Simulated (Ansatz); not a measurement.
**BeTe: a relaxation**

Wanted: a converged relaxation for BeTe, and a check of what comes out. The structure is shown as the input types it.

The COD entry's cell or inner coordinates are ideal or old and differ from later refinements, so a difference from it is no clean test against experiment.

Computed with Ansatz 0.2.0 (DFT, r2SCAN, PAW with Ansatz's default frozen-core files, scalar-relativistic, unless a step's input says otherwise).

## 1. Starting point

The structure is cubic, space group F-43m (No. 216). The conventional cell has a = 5.540 Å, b = 5.540 Å, c = 5.540 Å, α = 90.00°, β = 90.00°, γ = 90.00°. Around Be (site symmetry -43m) lie 4 Te at 2.40 Å. Around Te (site symmetry -43m) lie 4 Be at 2.40 Å.

Coordinates:

```
CELL_PARAMETERS angstrom
0.00000 2.77000 2.77000
2.77000 0.00000 2.77000
2.77000 2.77000 0.00000
ATOMIC_POSITIONS crystal
Be 0.00000 0.00000 0.00000
Te 0.25000 0.25000 0.25000
```

## 2. The run

input.yaml

```yaml
crystal:
  lattice:
    - [0.0, 2.77, 2.77]
    - [2.77, 0.0, 2.77]
    - [2.77, 2.77, 0.0]
  atoms:
    - { symbol: Be, position: [0.0, 0.0, 0.0] }
    - { symbol: Te, position: [0.25, 0.25, 0.25] }
kpoints:
  mp_grid: { grid: [10, 10, 10] }
scf:
  occupations: { method: methfessel_paxton, width: 5.0 }
  max_iter: 50
hamiltonian:
  xc: r2scan
  pseudopotentials: { kind: paw }
output:
  forces: true
  stress: true
  efg: { contact_densities: true }
relax:
  f_tol: 0.005
  max_steps: 80
  cell: {}
```

Started as:

```bash
ansatz run input.yaml --threads 1 --pin off --max-ram 2048MiB --backend cpu --events-out ev --progress --plain --runs-dir out
```

**Question.** How will this run end, and is anything wrong with its input?

The program finished normally, with warnings (gradients without spin orbit). Convergence says nothing about whether the input makes sense.

In the input, scf.occupations.method is methfessel_paxton; scf.occupations.width is 5.0. Occupations are smeared over electronvolts, wider than many features of the bands.

Run again and compare: set scf.occupations.method to fermi_dirac and scf.occupations.width to 0.05.
